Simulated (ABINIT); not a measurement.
CuO:

```
CELL_PARAMETERS angstrom
2.34465 -1.71340 0.00000
2.34465 1.71340 0.00000
-0.86055 0.00000 5.05944
ATOMIC_POSITIONS crystal
Cu 0.00320 0.49680 0.00000
Cu 0.49680 0.00320 0.50000
O 0.57140 0.40560 0.25370
O 0.40560 0.57140 0.75370
```

| Quantity | Value |
| --- | --- |
| Program | ABINIT 10.8.3 (patched build) |
| Task | single point |
| Functional | PBE |
| Potentials or basis | JTH PAW PBE v2.0 |
| Cutoff | 707 eV |
| k mesh | 10 × 10 × 5 |
| Occupations | fermi-dirac, width 0.05 eV |
| Spin | no spin polarisation |

On this cell: pressure 5.5 GPa; largest force 0.773 eV/Å; band gap on the k mesh none (metal or under the smearing width).

The same run follows on a disturbed copy (atoms moved at random, drawn with an rms of 0.05 Å):

```
CELL_PARAMETERS angstrom
2.34465 -1.71340 0.00000
2.34465 1.71340 0.00000
-0.86055 0.00000 5.05944
ATOMIC_POSITIONS crystal
Cu 0.01210 0.48360 0.99524
Cu 0.50514 0.00741 0.49728
O 0.56592 0.41173 0.26099
O 0.41055 0.57988 0.75814
```

Problem. What changes?

Solution. The energy (extrapolated to zero smearing) moves by +16.4 meV/atom; pressure 6.6 GPa; largest force 1.304 eV/Å; band gap on the k mesh none (metal or under the smearing width).

Forces in eV/Å, atoms in the order of the input:
```
Cu  -0.710  0.488  0.692
Cu  -0.904 -0.301  0.815
O    0.921  0.251 -0.888
O    0.694 -0.439 -0.619
```

Stress tensor (GPa, compression positive):
```
 6.92  0.33 -2.86
 0.33  6.73 -0.60
-2.86 -0.60  6.08
```

Caveats: the run has no spin polarisation, though such a crystal can be magnetic; semilocal functionals often make such compounds metallic where correlation or magnetic order opens a gap, which also shifts bond lengths.
